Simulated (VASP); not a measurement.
Runs of VASP 6.6.1 on SiC. Symmetry: P6_3mc, No. 186, hexagonal system. The conventional cell has a = 3.079 Å, b = 3.079 Å, c = 10.080 Å, α = 90.00°, β = 90.00°, γ = 120.00°. Si (site symmetry 3m) is surrounded by 4 C at 1.89 to 1.90 Å. Si (site symmetry 3m) is surrounded by 4 C at 1.88 to 1.89 Å. C (site symmetry 3m) has 4 Si at 1.88 to 1.90 Å as nearest neighbours. C (site symmetry 3m) is surrounded by 4 Si at 1.89 Å. The cell is a database's computed one.

| task | level | cell | cutoff (eV) | gap on the mesh (eV) | pressure (GPa) |
| --- | --- | --- | --- | --- | --- |
| band structure | r2SCAN | as given | 520 | (a) | -0.5 |
| relaxation of cell and atoms | PBEsol | relaxed | 600 | 2.11 | 0.0 |
| band structure | TB-mBJ | as given | 520 | 3.18 | - |
| band structure | PBEsol | as given | 520 | 2.11 | 0.1 |

Alike in all rows: potentials or basis VASP PAW PBE potentials, release 64 (Si, C); no spin polarisation; k mesh 12 × 12 × 3; smearing gaussian 0.03 eV.

Question: Estimate the missing entries.

Answer: (a) 2.61.

Caveats: the PAW data sets were made with another functional, which shifts forces and pressure a little; the relaxation stopped at its first step, so nothing moved (some runs); an odd mesh through Γ misses points on the zone boundary, where band edges often lie (some runs).
